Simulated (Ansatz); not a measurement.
# NbN: single run (Ansatz)

Launch command:

```bash
ansatz run input.yaml --threads 1 --pin off --max-ram 2560MiB --backend cpu --events-out ev --progress --plain --runs-dir out
```

Input:

```yaml
crystal:
  lattice:
    - [0.0, 2.200397, 2.200397]
    - [2.200397, 0.0, 2.200397]
    - [2.200397, 2.200397, 0.0]
  atoms:
    - { symbol: Nb, position: [0.5, 0.5, 0.5] }
    - { symbol: "N", position: [0.0, 0.0, 0.0] }
  symmetry: { detect: false }
kpoints:
  mp_grid: { grid: [9, 9, 9], shift: [0, 0, 0] }
magnetization:
  spin_polarized: false
scf:
  occupations: { method: fermi_dirac }
hamiltonian:
  pseudopotentials: { kind: paw }
  xc: pbe
  hubbard: { sites: [{ species: Nb, l: d, u_eff: 3.0 }], double_counting: fll }
basis:
  ecutwfc: 420
output:
  forces: true
  stress: true
  eigenvalues: true
```

Origin of the cell: a database entry, scaled a little.

The smearing width isn't typed, so it takes its default of 0.1 eV.

Output (shortened):

```
SCF iter   1: F=—  HF=-4935.632109 eV  Δρ=1.17e-1  dr2=3.92e0  defer=13
SCF iter   2: F=—  HF=-4935.315149 eV  Δρ=1.19e-1  dr2=2.87e0  defer=425
SCF iter   3: F=—  HF=-4934.701959 eV  Δρ=2.47e-2  dr2=6.48e-2  defer=437
SCF iter   4: F=—  HF=-4934.711266 eV  Δρ=6.12e-3  dr2=1.13e-2  defer=440
SCF iter   5: F=—  HF=-4934.708335 eV  Δρ=1.03e-3  dr2=1.75e-4  defer=440
SCF iter   6: F=—  HF=-4934.708336 eV  Δρ=6.17e-4  dr2=1.04e-4  defer=440
SCF iter   7: F=—  HF=-4934.708309 eV  Δρ=4.06e-5  dr2=4.82e-7  defer=440
SCF iter   8: F=—  HF=-4934.708310 eV  Δρ=5.01e-6  dr2=6.85e-9
SCF iter   9: F=-4934.708310 eV  HF=-4934.708310 eV  Δρ=2.16e-7  dr2=1.30e-11
SCF 1 converged in 9 iterations: F = -4934.708310 eV  dr2 = 1.30e-11
SCF converged after 9 iterations
Free energy (F): -4934.708310 eV
Harris-Foulkes:  -4934.708310 eV  (|F-HF|=7.28e-12)
Internal energy: -4934.677665 eV  (E = F + TS)
E sigma→0 (E₀):  -4934.692987 eV
Entropy (-TS):   -0.030645 eV (-15.322 meV/atom)
Fermi energy:    20.510091 eV
--- Per-component energies (eV) ---
  E_band       = -10.930246
  E_kinetic    = 528.778477
  E_local      = -725.365925  (includes V_loc(G=0)·N_el)
  E_nonlocal   = 163.560059
  E_hartree    = 219.199137
  E_xc         = -237.378837
  E_vxc        = -291.797092  (∫ρ·V_xc dr)
  E_hubbard    = 3.500613  (on-site DFT+U / exact-exchange correction)
  E_vhub       = 1.152451  (the Hubbard potential's part of the band-sum identity)
  E_paw        = -3200.016024  (= ΣΔE_a)
  E_vpaw       = -125.656541  (= ΣTr[D̂ρ^β])
  E_aug_tail   = 0.000086  (compensation charges beyond the density's cutoff)
  E_ewald      = -1686.955251
  E_smearing   = -0.030645  (= −TS)
  Σ components = -4934.708310   (vs F -4934.708310, Δ=0.00e0)
--- Forces (eV/Å), atoms counted from 1 ---
  atom   1  Nb    -0.000000    -0.000000    -0.000000
  atom   2  N      0.000000    -0.000000     0.000000
  max |Σ_I F_I| component: 7.51e-8 eV/Å
--- Stress (GPa, compression-positive) ---
        6.583941       0.000000       0.000000
        0.000000       6.583941       0.000000
        0.000000       0.000000       6.583941
  P = ⅓ Tr σ = 6.5839 GPa (65.839 kbar)
Occupation matrices written to <dir>
```

Caveats: no moments, though an odd count or open d shells may carry them.

The run took 38 s on 1 thread of Arm Neoverse N1 (shared host), peak memory 0.45 GiB, from the program's own first density.
